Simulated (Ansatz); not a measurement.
## Si3N4: pressure against volume

Reference cell: a structure deposited in the COD whose atoms were relaxed with PBE, the cell held.

Space group P6_3/m (No. 176); a = 7.5950, c = 2.9023 Å, γ = 120.00°.

| site | Wyckoff | site symmetry | x | y | z |
| --- | --- | --- | --- | --- | --- |
| Si | 6h | m.. | 0.7673 | 0.1736 | 0.2500 |
| N7 | 6h | m.. | 0.0294 | 0.3297 | 0.2500 |
| N13 | 2d | -6.. | 0.3333 | 0.6667 | 0.7499 |

One atom of each set is listed.

Computed with Ansatz: DFT, PBE, plane waves and PAW, scalar-relativistic, 420 eV cutoff, Γ-centred 4×4×10 k-points, Fermi–Dirac smearing 0.02 eV.

The cell is scaled uniformly, and the ions relax again at each size.

| V/V₀ | pressure (GPa) | gap on the k-mesh (eV) |
| --- | --- | --- |
| 0.94 | 24.3 | 4.61 |
| 0.96 | 17.8 | 4.52 |
| 0.98 | 11.9 | 4.44 |
| 1.00 | ? | ? |
| 1.02 | 1.5 | 4.28 |
| 1.04 | -3.0 | 4.20 |
| 1.06 | -7.0 | 4.12 |

**Question.** Estimate the row at V/V₀ = 1.00, the equilibrium volume and the bulk modulus.

**Answer.** pressure (GPa): 6.5; gap on the k-mesh (eV): 4.36. Worked: a parabola in ln(V/V₀) through the other 6 rows gives 6.4 GPa there. It crosses zero pressure at V/V₀ = 1.026, the equilibrium volume of this functional, where the bulk modulus is B = −dP/d ln V = 234 GPa. The shape of the cell is held, so in this non-cubic crystal both values are those of uniform scaling, and B is an upper bound to the hydrostatic one. The gap falls as the cell grows, by 0.041 eV per per cent of volume.

PBE gaps are too small, by a third to a half in many semiconductors; their changes with volume are better.
